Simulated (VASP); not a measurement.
# TiC (P-6m2) in VASP: further runs, part 3 of 3

VASP 6.6.1.

## Step 5: Band structure, PBE

POSCAR reads:

```
TiC
1.0
    3.0420900000      0.0000000000      0.0000000000
   -1.5210400000      2.6345200000      0.0000000000
    0.0000000000      0.0000000000      2.6979700000
Ti C
1 1
Direct
    0.0000000000      0.0000000000      0.5000000000
    0.3333300000      0.6666700000      0.0000000000
```

INCAR.step1 reads:

```
PREC = Accurate
ENCUT = 520
EDIFF = 1E-6
ISMEAR = -1
SIGMA = 0.05
LREAL = F
LASPH = T
NELM = 80
ALGO = Normal
ISIF = 2
LWAVE = F
LCHARG = T
LMAXMIX = 4
GGA = PE
```

KPOINTS.step1 reads:

```
regular mesh
0
Gamma
  10 10 10
```

INCAR.step2 reads:

```
PREC = Accurate
ENCUT = 520
EDIFF = 1E-6
ISMEAR = 0
SIGMA = 0.05
LREAL = F
LASPH = T
NELM = 80
ALGO = Normal
ISIF = 2
LWAVE = F
LCHARG = F
LMAXMIX = 4
GGA = PE
ICHARG = 11
```

KPOINTS.step2 reads:

```
path GMKGALHA,LM,KH
10
line-mode
reciprocal
 0.0000000000  0.0000000000  0.0000000000  G
 0.5000000000  0.0000000000  0.0000000000  M

 0.5000000000  0.0000000000  0.0000000000  M
 0.3333333333  0.3333333333  0.0000000000  K

 0.3333333333  0.3333333333  0.0000000000  K
 0.0000000000  0.0000000000  0.0000000000  G

 0.0000000000  0.0000000000  0.0000000000  G
 0.0000000000  0.0000000000  0.5000000000  A

 0.0000000000  0.0000000000  0.5000000000  A
 0.5000000000  0.0000000000  0.5000000000  L

 0.5000000000  0.0000000000  0.5000000000  L
 0.3333333333  0.3333333333  0.5000000000  H

 0.3333333333  0.3333333333  0.5000000000  H
 0.0000000000  0.0000000000  0.5000000000  A

 0.5000000000  0.0000000000  0.5000000000  L
 0.5000000000  0.0000000000  0.0000000000  M

 0.3333333333  0.3333333333  0.0000000000  K
 0.3333333333  0.3333333333  0.5000000000  H
```

Potentials or basis: VASP PAW PBE potentials, release 64 (Ti_sv, C).

Command:

```console
cat potpaw_PBE.64/Ti_sv/POTCAR potpaw_PBE.64/C/POTCAR > POTCAR
cp INCAR.step1 INCAR
cp KPOINTS.step1 KPOINTS
mpirun -np 1 vasp_std > vasp.out
cp INCAR.step2 INCAR
cp KPOINTS.step2 KPOINTS
mpirun -np 1 vasp_std > vasp.out
```

OUTCAR:

```text
PREC = Accurate
   ENCUT = 520
   EDIFF = 1E-6
   ISMEAR = 0
   LREAL = F
   LASPH = T
   NELM = 80
   ISIF = 2
   GGA = PE
   ICHARG = 11

 ion  position               nearest neighbor table
   1  0.000  0.000  0.500-   2 2.21   2 2.21   2 2.21   2 2.21   2 2.21   2 2.21
   2  0.333  0.667  0.000-   1 2.21   1 2.21   1 2.21   1 2.21   1 2.21   1 2.21

  LATTYP: Found a hexagonal cell.
 ALAT       =     3.0420900000
 C/A-ratio  =     0.8868804013

  Lattice vectors:

 A1 = (   3.0420900000,   0.0000000000,   0.0000000000)
 A2 = (  -1.5210400000,   2.6345200000,   0.0000000000)
 A3 = (   0.0000000000,   0.0000000000,   2.6979700000)

Analysis of symmetry for initial positions (statically):
=====================================================================
 Subroutine PRICEL returns:
 Original cell was already a primitive cell.

 Routine SETGRP: Setting up the symmetry group for a
 hexagonal supercell.

 Subroutine GETGRP returns: Found  4 space group operations
 (whereof  4 operations were pure point group operations)
 out of a pool of 24 trial point group operations.

The static configuration has the point symmetry C_2v.

Analysis of symmetry for dynamics (positions and initial velocities):
=====================================================================
 Subroutine PRICEL returns:
 Original cell was already a primitive cell.

 Routine SETGRP: Setting up the symmetry group for a
 hexagonal supercell.

 Subroutine GETGRP returns: Found  4 space group operations
 (whereof  4 operations were pure point group operations)
 out of a pool of 24 trial point group operations.

The dynamic configuration has the point symmetry C_2v.

 Subroutine INISYM returns: Found  4 space group operations
 (whereof  4 operations are pure point group operations),
 and found     1 'primitive' translations

----------------------------------------------------------------------------------------

                                     Primitive cell

  volume of cell :      21.6227

  direct lattice vectors                    reciprocal lattice vectors
     3.042090000  0.000000000  0.000000000     0.328721372  0.189787269  0.000000000
    -1.521040000  2.634520000  0.000000000     0.000000000  0.379575786  0.000000000
     0.000000000  0.000000000  2.697970000     0.000000000  0.000000000  0.370649044

  length of vectors
     3.042090000  3.042081247  2.697970000     0.379574694  0.379575786  0.370649044

  position of ions in fractional coordinates (direct lattice)
     0.000000000  0.000000000  0.500000000
     0.333330000  0.666670000  0.000000000

  ion indices of the primitive-cell ions
   primitive index   ion index
                 1           1
                 2           2

----------------------------------------------------------------------------------------

 KPOINTS: path GMKGALHA,LM,KH

Interpolating k-points between supplied coordinates.

 Line segments in fractional coordinates (reciprocal lattice):
    0.000000  0.000000  0.000000  ...  0.500000  0.000000  0.000000
    0.500000  0.000000  0.000000  ...  0.333333  0.333333  0.000000
    0.333333  0.333333  0.000000  ...  0.000000  0.000000  0.000000
    0.000000  0.000000  0.000000  ...  0.000000  0.000000  0.500000
    0.000000  0.000000  0.500000  ...  0.500000  0.000000  0.500000
    0.500000  0.000000  0.500000  ...  0.333333  0.333333  0.500000
    0.333333  0.333333  0.500000  ...  0.000000  0.000000  0.500000
    0.500000  0.000000  0.500000  ...  0.500000  0.000000  0.000000
    0.333333  0.333333  0.000000  ...  0.333333  0.333333  0.500000

 Generated    10 points on each line segment, for a total of     90 k-points:

 Following reciprocal coordinates:
            Coordinates               Weight
  0.000000  0.000000  0.000000      0.011111
  0.055556  0.000000  0.000000      0.011111
  0.111111  0.000000  0.000000      0.011111
  0.166667  0.000000  0.000000      0.011111
  0.222222  0.000000  0.000000      0.011111
  0.277778  0.000000  0.000000      0.011111
[... 16 lines left out ...]
  0.259259  0.259259  0.000000      0.011111
  0.222222  0.222222  0.000000      0.011111
 [... further k-points ...]
   k-points           NKPTS =     90   k-points in BZ     NKDIM =     90   number of bands    NBANDS=     12
   number of dos      NEDOS =    301   number of ions     NIONS =      2
   total plane-waves  NPLWV =  11520
   dimension x,y,z NGX =    24 NGY =   24 NGZ =   20
   dimension x,y,z NGXF=    48 NGYF=   48 NGZF=   40
   ions per type =               1   1
   NGX,Y,Z   is equivalent  to a cutoff of  13.12, 13.12, 12.32 a.u.
   NGXF,Y,Z  is equivalent  to a cutoff of  26.23, 26.23, 24.65 a.u.
 SYSTEM =  unknown system
   PREC   = accura    normal or accurate (medium, high low for compatibility)
   ISTART =      0    job   : 0-new  1-cont  2-samecut
   ICHARG =     11    charge: 1-file 2-atom 10-const
   ISPIN  =      1    spin polarized calculation?
   LNONCOLLINEAR =      F non collinear calculations
   LSORBIT =      F    spin-orbit coupling
   LASPH  =      T    aspherical Exc in radial PAW
   ENCUT  =  520.0 eV  38.22 Ry    6.18 a.u.   5.66  5.66  5.02*2*pi/ulx,y,z
   NELM   =     80;   NELMIN=  2; NELMDL=  0     # of ELM steps
   EDIFF  = 0.1E-05   stopping-criterion for ELM
   LREAL  =      F    real-space projection
   EDIFFG = 0.1E-04   stopping-criterion for IOM
   NSW    =      0    number of steps for IOM
   IBRION =     -1    ionic relax: 0-MD 1-quasi-New 2-CG
   NFREE  =      0    steps in history (QN), initial steepest desc. (CG)
   ISIF   =      2    stress and relaxation
   ISYM   =      2    0-nonsym 1-usesym 2-fastsym
   POTIM  = 0.5000    time-step for ionic-motion
   TEBEG  =    0.0;   TEEND  =   0.0 temperature during run
   PSTRESS=    0.0 pullay stress
   NELECT =      16.0000    total number of electrons
   NUPDOWN=      -1.0000    fix difference up-down
   EMIN   =  10.00;   EMAX   =-10.00  energy-range for DOS
   EFERMI =   0.00;   METHOD = LEGACY
   ISMEAR =     0;   SIGMA  =   0.05  broadening in eV -4-tet -1-fermi 0-gaus
   EFERMI_NEDOS =   21; number of points for ismear=-14 and -15
   IALGO  =     38    algorithm
   IMIX   =      4    mixing-type and parameters
     AMIX     =   0.40;   BMIX     =  1.00
     AMIX_MAG =   1.60;   BMIX_MAG =  1.00
  volume/ion in A,a.u.               =      10.81        72.96
  Fermi-wavevector in a.u.,A,eV,Ry     =   1.480737  2.798187 29.831891  2.192582
  Thomas-Fermi vector in A             =   2.594734
   LORBIT       =      0    0 simple, 1 ext, 2 COOP (PROOUT), +10 PAW based schemes
   GGA     = PE    functional components
   LHFCALC =     F    Hartree Fock is set to
   AEXX    =    0.0000 exact exchange contribution
   IVDW    =     0    specifies the selected vdW correction
   LEPSILON=     F    determine dielectric tensor
   LRPA    =     F    only Hartree local field effects (RPA)
 non-spin polarized calculation
 Gauss-broadening in eV      SIGMA  =   0.05
  energy-cutoff  :      520.00
  volume of cell :       21.62
 maximum number of plane-waves:       594
 NGX is ok and might be reduce to    24

 number of electron      16.0000003 magnetization

 Free energy of the ion-electron system (eV)
  ---------------------------------------------------
  ext. energy  EPLUGINS =         0.00000000
  ---------------------------------------------------
  free energy    TOTEN  =       -17.27907384 eV

  energy without entropy =      -17.27856584  energy(sigma->0) =      -17.27881984

 E-fermi :   8.6021     XC(G=0): -12.2948

 val. band max:        8.5575478225   @ k =   0.2222   0.2222   0.0000
 cond. band min:       8.6342207217   @ k =   0.1852   0.1852   0.0000
 fundamental gap:      0.0766728992
 Fermi energy:         8.6020760812

 k-point     1 :       0.0000    0.0000    0.0000
  band No.  band energies     occupation
      1     -47.9329      2.00000
      2     -24.0900      2.00000
      3     -24.0899      2.00000
      4     -23.6289      2.00000
      5      -3.3814      2.00000
      6       7.0267      2.00000
      7       7.0268      2.00000
      8       7.6624      2.00000
      9      10.9173      0.00000
     10      11.9513      0.00000
     11      11.9514      0.00000
     12      14.2933      0.00000
[... 331 lines left out ...]
 k-point    24 :       0.2222    0.2222    0.0000
  band No.  band energies     occupation
      1     -47.8851      2.00000
      2     -24.4001      2.00000
      3     -24.2251      2.00000
      4     -23.5862      2.00000
      5      -1.3458      2.00000
      6       4.5408      2.00000
      7       7.0234      2.00000
      8       8.5575      1.79213
      9       9.1136      0.00000
     10      11.4034      0.00000
     11      11.8676      0.00000
     12      12.5217      0.00000

 [... further k-points ...]
[... 5 lines left out ...]
  --------------------------------------------------------------------------------------
  -------------------------------------------------------------------------------------
  Total        3.7605786      3.9843074      1.6702819      0.1937814      0.0000000      0.0000000
  in kB      278.6471302    295.2247384    123.7626709     14.3585994      0.0000000      0.0000000
  external PRESSURE =     232.5448465 kB  Pullay stress =       0.0000000 kB

 VOLUME and BASIS-vectors are now :
 -----------------------------------------------------------------------------
  energy-cutoff  :      520.00
  volume of cell :       21.62
      direct lattice vectors                 reciprocal lattice vectors
     3.042090000  0.000000000  0.000000000     0.328721372  0.189787269  0.000000000
    -1.521040000  2.634520000  0.000000000     0.000000000  0.379575786  0.000000000
     0.000000000  0.000000000  2.697970000     0.000000000  0.000000000  0.370649044

 POSITION                                       TOTAL-FORCE (eV/Angst)
 -----------------------------------------------------------------------------------
      0.00000      0.00000      1.34899         0.566603     -0.327128      0.000000
     -0.00001      1.75636      0.00000        -0.566603      0.327128      0.000000
 -----------------------------------------------------------------------------------
    total drift:                               -0.148768      0.085978     -0.000000

  FREE ENERGIE OF THE ION-ELECTRON SYSTEM (eV)
  ---------------------------------------------------
  free  energy   TOTEN  =       -17.2790738383 eV

  energy  without entropy=      -17.2785658380  energy(sigma->0) =      -17.27881984
```

Wall time 57 s (1 thread of AMD EPYC 7R43 (Zen 3), shared host); peak memory 0.14 GiB.

What came out:

```
Band gap along the path : none (metal or under the smearing width)
```

Levels at the corners of the path, in eV from the Fermi level:
```
point  band 5  band 6  band 7  band 8  band 9  band 10  band 11  band 12
    Γ  -11.99   -1.59   -1.59   -0.95    2.30     3.34     3.34     5.68
    M   -9.60   -4.86   -0.75   -0.30    0.23     3.04     3.47     3.73
    M   -9.60   -4.86   -0.75   -0.30    0.23     3.04     3.47     3.73
    K   -9.28   -3.57   -3.26   -0.24    1.87     2.22     2.44     3.44
    K   -9.28   -3.57   -3.26   -0.24    1.87     2.22     2.44     3.44
    Γ  -11.99   -1.59   -1.59   -0.95    2.30     3.34     3.34     5.68
    Γ  -11.99   -1.59   -1.59   -0.95    2.30     3.34     3.34     5.68
    A   -8.86   -5.60   -0.50   -0.50    1.14     1.14     4.70     4.74
    A   -8.86   -5.60   -0.50   -0.50    1.14     1.14     4.70     4.74
    L   -8.78   -4.00   -2.56   -2.21    1.49     3.28     4.35     5.57
    L   -8.78   -4.00   -2.56   -2.21    1.49     3.28     4.35     5.57
    H   -8.56   -4.44   -3.72   -0.42    1.11     4.08     4.78     5.28
    H   -8.56   -4.44   -3.72   -0.42    1.11     4.08     4.78     5.28
    A   -8.86   -5.60   -0.50   -0.50    1.14     1.14     4.70     4.74
    L   -8.78   -4.00   -2.56   -2.21    1.49     3.28     4.35     5.57
    M   -9.60   -4.86   -0.75   -0.30    0.23     3.04     3.47     3.73
    K   -9.28   -3.57   -3.26   -0.24    1.87     2.22     2.44     3.44
    H   -8.56   -4.44   -3.72   -0.42    1.11     4.08     4.78     5.28
```

Caveat: the log is that of the step along the path at fixed density, whose energy, stress, charges and moments have no meaning.

## Step 6: Overview

```tsv
level	k mesh	grid for exact exchange (PRECFOCK)	exchange at q = 0	screening parameter	mesh quality	pressure (GPa)
r2SCANh	5 × 5 × 5	Fast	truncated	-	coarse	-2.4
r2SCAN0	5 × 5 × 5	Fast	truncated	-	coarse	-5.4
HSE06	5 × 5 × 5	Fast	-	0.2 1/A	coarse	-4.9
PBE	10 × 10 × 10	-	-	-	not flagged	-
```

Alike in all rows: task band structure; potentials or basis VASP PAW PBE potentials, release 64 (Ti_sv, C); no spin polarisation; cell as given; cutoff (eV) 520; smearing fermi-dirac 0.05 eV.

Caveats: some runs use coarse meshes; the PAW data sets were made with another functional, which shifts forces and pressure a little (some runs).

Absolute energies hang on the potentials; compare differences alone.
